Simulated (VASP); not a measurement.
# Zn in VASP: settings compared

Aim: see how the results for Zn move with the level of theory and the settings. Levels: PBE+MBD, PBE+MBD-FI. Tasks: relaxation of the atoms.

Everything below comes from runs of VASP 6.6.1. Logs are shortened: lines on timing, memory, paths and dates and some standing lists are left out, and cuts for length are marked.

## Step 1: Starting point

The cell holds a slab with vacuum, 6 atoms: a = 2.617 Å, b = 2.619 Å, c = 27.159 Å, α = 90.00°, β = 90.00°, γ = 119.98°.

The slab is cut from a database's or a generator's crystal, which needn't be the stable form of the element.

## Step 2: Relaxation of the atoms, PBE+MBD

INCAR reads:

```
SYSTEM = Zn
ALGO = Fast
DIPOL = 0.5 0.5 0.500
EDIFF = 1E-6
EDIFFG = -0.02
ENCUT = 520
GGA = PE
IBRION = 2
IDIPOL = 3
ISIF = 2
ISMEAR = -1
IVDW = 202
LASPH = .TRUE.
LCHARG = .FALSE.
LDIPOL = .TRUE.
LREAL = .FALSE.
LWAVE = .FALSE.
NELM = 80
NSW = 60
PREC = Accurate
SIGMA = 0.05
```

KPOINTS reads:

```
k-points
0
G
  9 9 1
  0 0 0
```

POSCAR reads:

```
Zn
1.0
    2.6169740200      0.0000000000      0.0000000000
   -1.3084870100      2.2681701736      0.0000000000
    0.0000000000      0.0000000000     27.1587934876
Zn
6
Selective dynamics
Direct
    0.3393536486      0.6787072973      0.2761536518  F F F
    0.0115275509      0.0230551018      0.3651252919  F F F
    0.3508811995      0.7017623991      0.4550417640  F F F
    0.6902348482      0.3804696963      0.5449582360  T T T
    0.3624087504      0.7248175009      0.6339298761  T T T
    0.7017623991      0.4035247981      0.7238463482  T T T
```

Potentials or basis: VASP PAW PBE potentials, release 64 (Zn).

Run with:

```bash
cat potpaw_PBE.64/Zn/POTCAR > POTCAR
mpirun -np 1 vasp_std > vasp.out
```

OUTCAR:

```text
SYSTEM = Zn
   EDIFF = 1E-6
   EDIFFG = -0.02
   ENCUT = 520
   GGA = PE
   IBRION = 2
   ISIF = 2
   ISMEAR = -1
   IVDW = 202
   LASPH = .TRUE.
   LREAL = .FALSE.
   NELM = 80
   NSW = 60
   PREC = Accurate
  IVDW = 202

 ion  position               nearest neighbor table
   1  0.339  0.679  0.276-   2 2.84   2 2.86   2 2.86
   2  0.012  0.023  0.365-   1 2.84   1 2.86   1 2.86   3 2.86   3 2.86   3 2.89
   3  0.351  0.702  0.455-   4 2.86   4 2.86   2 2.86   2 2.86   4 2.89   2 2.89
   4  0.690  0.380  0.545-   5 2.84   5 2.86   5 2.86   3 2.86   3 2.86   3 2.89
   5  0.362  0.725  0.634-   4 2.84   4 2.86   4 2.86   6 2.86   6 2.86   6 2.89
   6  0.702  0.404  0.724-   5 2.86   5 2.86   5 2.89

  LATTYP: Found a base centered orthorhombic cell.
 ALAT       =     2.6169740200
 B/A-ratio  =     1.7334296453
 C/A-ratio  =    10.3779377556

  Lattice vectors:

 A1 = (   1.3084870100,  -2.2681701736,   0.0000000000)
 A2 = (   1.3084870100,   2.2681701736,   0.0000000000)
 A3 = (   0.0000000000,   0.0000000000,  27.1587934876)

Analysis of symmetry for initial positions (statically):
=====================================================================
 Subroutine PRICEL returns:
 Original cell was already a primitive cell.

 Routine SETGRP: Setting up the symmetry group for a
 base centered orthorhombic supercell.

 Subroutine GETGRP returns: Found  2 space group operations
 (whereof  2 operations were pure point group operations)
 out of a pool of  8 trial point group operations.

The static configuration has the point symmetry C_1h.

Analysis of symmetry for dynamics (positions and initial velocities):
=====================================================================
 Subroutine PRICEL returns:
 Original cell was already a primitive cell.

 Routine SETGRP: Setting up the symmetry group for a
 base centered orthorhombic supercell.

 Subroutine GETGRP returns: Found  2 space group operations
 (whereof  2 operations were pure point group operations)
 out of a pool of  8 trial point group operations.

The dynamic configuration has the point symmetry C_1h.

Analysis of constrained symmetry for selective dynamics:
=====================================================================
 Subroutine PRICEL returns:
 Original cell was already a primitive cell.

 Routine SETGRP: Setting up the symmetry group for a
 base centered orthorhombic supercell.

 Subroutine GETGRP returns: Found  2 space group operations
 (whereof  2 operations were pure point group operations)
 out of a pool of  8 trial point group operations.

The constrained configuration has the point symmetry C_1h.

 Subroutine INISYM returns: Found  2 space group operations
 (whereof  2 operations are pure point group operations),
 and found     1 'primitive' translations

----------------------------------------------------------------------------------------

                                     Primitive cell

  volume of cell :     161.2076

  direct lattice vectors                    reciprocal lattice vectors
     2.616974020  0.000000000  0.000000000     0.382120721  0.220442013  0.000000000
    -1.308487010  2.268170174  0.000000000     0.000000000  0.440884027  0.000000000
     0.000000000  0.000000000 27.158793488     0.000000000  0.000000000  0.036820487

  length of vectors
     2.616974020  2.618536651 27.158793488     0.441147285  0.440884027  0.036820487

  position of ions in fractional coordinates (direct lattice)
     0.339353649  0.678707297  0.276153652
     0.011527551  0.023055102  0.365125292
     0.350881200  0.701762399  0.455041764
     0.690234848  0.380469696  0.544958236
     0.362408750  0.724817501  0.633929876
     0.701762399  0.403524798  0.723846348

  ion indices of the primitive-cell ions
   primitive index   ion index
                 1           1
                 2           2
                 3           3
                 4           4
                 5           5
                 6           6

----------------------------------------------------------------------------------------

 KPOINTS: k-points

Automatic generation of k-mesh.
 Grid dimensions read from file:
 generate k-points for:    9    9    1

 Generating k-lattice:

  Cartesian coordinates                     Fractional coordinates (reciprocal lattice)
     0.042457858  0.024493557  0.000000000     0.111111111  0.000000000  0.000000000
     0.000000000  0.048987114  0.000000000     0.000000000  0.111111111  0.000000000
     0.000000000  0.000000000  0.036820487     0.000000000  0.000000000  1.000000000

  Length of vectors
     0.049016365  0.048987114  0.036820487

  Shift w.r.t. Gamma in fractional coordinates (k-lattice)
     0.000000000  0.000000000  0.000000000

 Subroutine IBZKPT returns following result:
 ===========================================

 Found     25 irreducible k-points:

 Following reciprocal coordinates:
            Coordinates               Weight
  0.000000  0.000000  0.000000      1.000000
  0.111111  0.000000  0.000000      4.000000
  0.222222 -0.000000  0.000000      4.000000
  0.333333 -0.000000  0.000000      4.000000
  0.444444 -0.000000  0.000000      4.000000
  0.000000  0.111111  0.000000      2.000000
[... 16 lines left out ...]
  0.333333  0.333333  0.000000      2.000000
  0.000000  0.444444  0.000000      2.000000
   k-points           NKPTS =     25   k-points in BZ     NKDIM =     25   number of bands    NBANDS=     43
   number of dos      NEDOS =    301   number of ions     NIONS =      6
   total plane-waves  NPLWV =  84000
   dimension x,y,z NGX =    20 NGY =   20 NGZ =  210
   dimension x,y,z NGXF=    40 NGYF=   40 NGZF=  420
   ions per type =               6
   NGX,Y,Z   is equivalent  to a cutoff of  12.71, 12.70, 12.85 a.u.
   NGXF,Y,Z  is equivalent  to a cutoff of  25.41, 25.40, 25.71 a.u.
 SYSTEM =  Zn
   PREC   = accura    normal or accurate (medium, high low for compatibility)
   ISTART =      0    job   : 0-new  1-cont  2-samecut
   ICHARG =      2    charge: 1-file 2-atom 10-const
   ISPIN  =      1    spin polarized calculation?
   LNONCOLLINEAR =      F non collinear calculations
   LSORBIT =      F    spin-orbit coupling
   LASPH  =      T    aspherical Exc in radial PAW
   ENCUT  =  520.0 eV  38.22 Ry    6.18 a.u.   4.87  4.87 50.50*2*pi/ulx,y,z
   NELM   =     80;   NELMIN=  2; NELMDL= -5     # of ELM steps
   EDIFF  = 0.1E-05   stopping-criterion for ELM
   LREAL  =      F    real-space projection
   EDIFFG = -.2E-01   stopping-criterion for IOM
   NSW    =     60    number of steps for IOM
   IBRION =      2    ionic relax: 0-MD 1-quasi-New 2-CG
   NFREE  =      1    steps in history (QN), initial steepest desc. (CG)
   ISIF   =      2    stress and relaxation
   ISYM   =      2    0-nonsym 1-usesym 2-fastsym
   POTIM  = 0.5000    time-step for ionic-motion
   TEBEG  =    0.0;   TEEND  =   0.0 temperature during run
   PSTRESS=    0.0 pullay stress
   NELECT =      72.0000    total number of electrons
   NUPDOWN=      -1.0000    fix difference up-down
   EMIN   =  10.00;   EMAX   =-10.00  energy-range for DOS
   EFERMI =   0.00;   METHOD = LEGACY
   ISMEAR =    -1;   SIGMA  =   0.05  broadening in eV -4-tet -1-fermi 0-gaus
   EFERMI_NEDOS =   21; number of points for ismear=-14 and -15
   IALGO  =     68    algorithm
   IMIX   =      4    mixing-type and parameters
     AMIX     =   0.40;   BMIX     =  1.00
     AMIX_MAG =   1.60;   BMIX_MAG =  1.00
  volume/ion in A,a.u.               =      26.87       181.31
  Fermi-wavevector in a.u.,A,eV,Ry     =   1.251384  2.364772 21.306195  1.565961
  Thomas-Fermi vector in A             =   2.385334
   LORBIT       =      0    0 simple, 1 ext, 2 COOP (PROOUT), +10 PAW based schemes
   GGA     = PE    functional components
   LHFCALC =     F    Hartree Fock is set to
   AEXX    =    0.0000 exact exchange contribution
   IVDW    =   202    specifies the selected vdW correction
   LEPSILON=     F    determine dielectric tensor
   LRPA    =     F    only Hartree local field effects (RPA)
 conjugate gradient relaxation of ions
 non-spin polarized calculation
 RMM-DIIS sequential band-by-band and
  energy-cutoff  :      520.00
  volume of cell :      161.21
 maximum number of plane-waves:      4405
   NGX =  9   NGY =  9   NGZ =101

--------------------------------------- Ionic step        1  -------------------------------------------

 number of electron      71.9999977 magnetization

 Free energy of the ion-electron system (eV)
  ---------------------------------------------------
  ext. energy  EPLUGINS =         0.00000000
  ---------------------------------------------------
  free energy    TOTEN  =        -6.32476254 eV

  energy without entropy =       -6.30490826  energy(sigma->0) =       -6.31483540

------------------------ aborting loop because EDIFF is reached ----------------------------------------

  Tkatchenko/Scheffler method for vdW energy calculation

  Edisp (eV):   -2.37079
[... 117 lines left out ...]
  FREE ENERGIE OF THE ION-ELECTRON SYSTEM (eV)
  ---------------------------------------------------
  free  energy   TOTEN  =        -8.6980238723 eV

  energy  without entropy=       -8.6783444011  energy(sigma->0) =       -8.68818414

 vacuum level on the upper side and lower side of the slab       (xc-potential included)        -0.031         0.012

[... ionic steps 4 to 11 ...]

--------------------------------------- Ionic step       12  -------------------------------------------

 number of electron      72.0000021 magnetization

------------------------ aborting loop because EDIFF is reached ----------------------------------------
[... 33 lines left out ...]
  FREE ENERGIE OF THE ION-ELECTRON SYSTEM (eV)
  ---------------------------------------------------
  free  energy   TOTEN  =        -8.7232446432 eV

  energy  without entropy=       -8.7077597195  energy(sigma->0) =       -8.71550218

 dipolmoment           0.000000      0.000000      0.000265 electrons x Angstroem

--------------------------------------- Ionic step       13  -------------------------------------------

 number of electron      72.0000031 magnetization

------------------------ aborting loop because EDIFF is reached ----------------------------------------
[... 39 lines left out ...]
--------------------------------------- Ionic step       14  -------------------------------------------

 number of electron      72.0000011 magnetization

 dipolmoment           0.000000      0.000000     -0.001369 electrons x Angstroem

 Free energy of the ion-electron system (eV)
  ---------------------------------------------------
  ext. energy  EPLUGINS =         0.00000000
  ---------------------------------------------------
  free energy    TOTEN  =        -6.40609688 eV

  energy without entropy =       -6.39034028  energy(sigma->0) =       -6.39821858

 E-fermi :   0.1160     XC(G=0):  -7.0458

 val. band max:        0.0791076482   @ k =  -0.3333   0.1111   0.0000
 cond. band min:       0.1861171733   @ k =   0.1111   0.1111   0.0000
 fundamental gap:      0.1070095251
 Fermi energy:         0.1160143836

 k-point     1 :       0.0000    0.0000    0.0000
  band No.  band energies     occupation
      1     -10.5416      2.00000
      2     -10.1636      2.00000
      3      -9.4776      2.00000
      4      -9.0094      2.00000
      5      -8.8835      2.00000
      6      -8.7904      2.00000
[... 1093 lines left out ...]
     42       3.6067      0.00000
     43       4.1277      0.00000

 [... further k-points ...]

------------------------ aborting loop because EDIFF is reached ----------------------------------------

 vacuum level on the upper side and lower side of the slab       (xc-potential included)        -0.126        -0.000

  Hirshfeld charges:
            ion         q(e)
   ------------------------------
      1     Zn      -0.00037919
      2     Zn       0.00411524
      3     Zn      -0.00312604
      4     Zn      -0.00402631
      5     Zn       0.00322046
      6     Zn       0.00019584
[... 33 lines left out ...]
  FREE ENERGIE OF THE ION-ELECTRON SYSTEM (eV)
  ---------------------------------------------------
  free  energy   TOTEN  =        -8.7236757200 eV

  energy  without entropy=       -8.7079191131  energy(sigma->0) =       -8.71579742

 reached required accuracy - stopping structural energy minimisation

 vacuum level on the upper side and lower side of the slab         4.052         4.082
```

It took 15 min on 1 thread of Intel Xeon 6975P-C (Granite Rapids), shared host; peak memory 0.36 GiB.

Results:

- Free energy: -8.7237 eV
- Energy gained by relaxing: 4.7 meV/atom
- Ionic steps: 14
- Band gap on the k mesh: none (metal or under the smearing width)
- Dispersion energy per atom: -0.386 eV

The path:
```csv
step,energy change (eV),largest force (eV/Å),pressure (GPa)
1,0.0000,0.1393,-0.57
2,-0.0006,0.1387,-0.57
3,-0.0025,0.1392,-0.62
4,-0.0059,0.1380,-0.69
5,-0.0112,0.1374,-0.81
6,-0.0165,0.2113,-1.02
7,-0.0180,0.1972,-1.07
8,-0.0215,0.1475,-1.12
9,-0.0259,0.1377,-1.23
10,-0.0267,0.1385,-1.38
11,-0.0276,0.1396,-1.32
12,-0.0277,0.1376,-1.32
13,-0.0280,0.1380,-1.35
14,-0.0281,0.1359,-1.40
```

Final structure:
```
CELL_PARAMETERS angstrom
2.61697 0.00000 0.00000
-1.30849 2.26817 0.00000
0.00000 0.00000 27.15879
ATOMIC_POSITIONS crystal
Zn 0.33935 0.67871 0.27615
Zn 0.01153 0.02306 0.36513
Zn 0.35088 0.70176 0.45504
Zn 0.69126 0.38251 0.55175
Zn 0.35887 0.71774 0.64506
Zn 0.69099 0.38199 0.73723
```

Levels at points of the mesh, in eV from the Fermi level:
```
           k point  band 34  band 35  band 36  band 37  band 38  band 39
(0.00, 0.00, 0.00)    -7.16    -6.18    -4.65    -3.14    -1.11     1.17
```

(Part 1 of 2 ends here.)
